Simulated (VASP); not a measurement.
# VASP inputs for ZrO2 (strained database structure)

INCAR

```
LREAL = .FALSE.
ISIF = 2
SIGMA = 0.02
NBANDS = 33
NELM = 120
LCHARG = .FALSE.
GGA = PE
LASPH = .TRUE.
EDIFF = 1E-7
LWAVE = .FALSE.
ISMEAR = -1
PREC = Accurate
NSW = 0
ENCUT = 520
IBRION = -1
```

KPOINTS

```
KPOINTS created by Atomic Simulation Environment
0
Gamma
8 8 6
0 0 0
```

KPOINTS_OPT

```
special points
6
Reciprocal
0.0000000000 0.0000000000 0.0000000000 1
0.0000000000 0.5000000000 0.0000000000 1
0.5000000000 0.5000000000 0.0000000000 1
0.0000000000 0.0000000000 0.5000000000 1
0.0000000000 0.5000000000 0.5000000000 1
0.5000000000 0.5000000000 0.5000000000 1
```

POSCAR

```
Zr O
 1.0000000000000000
     3.6010285391000001    0.0000000000000000    0.0000000000000000
     0.0000000000000000    3.6010285391000001    0.0000000000000000
     0.0000000000000000    0.0000000000000000    5.3317030107000001
 Zr  O
   2   4
Cartesian
  0.0000000000000000 -0.0000000000000000 -0.0000000000000000
  1.8005142695499998  1.8005142695499998  2.6658515053500000
 -0.0000000000000000  1.8005142695499998  1.6483608849730185
 -0.0000000000000000  1.8005142695499998  4.3142123903230187
  1.8005142695499998 -0.0000000000000000  3.6833421257269818
  1.8005142695499998  0.0000000000000000  1.0174906203769816
```

VASP ran with the recommended PBE PAW datasets (48 valence electrons in the cell).

Task: Predict the results.

Result: gap between bands v and c 4.12 eV; least direct gap 4.18 eV; pressure 1.7 GPa; largest force 0.04 eV/Å.

Band v is the last that the valence electrons fill when counted band by band, and c is the next. Levels in eV from the top of v:

| point | v−1 | v | c | c+1 |
| --- | --- | --- | --- | --- |
| Γ | -0.07 | -0.07 | 4.12 | 4.60 |
| X | -0.19 | -0.19 | 4.49 | 4.49 |
| M | -0.58 | -0.58 | 5.09 | 5.09 |
| Z | 0.00 | 0.00 | 4.61 | 4.61 |
| R | -0.77 | -0.77 | 4.55 | 4.55 |
| A | -0.11 | -0.11 | 5.16 | 5.16 |
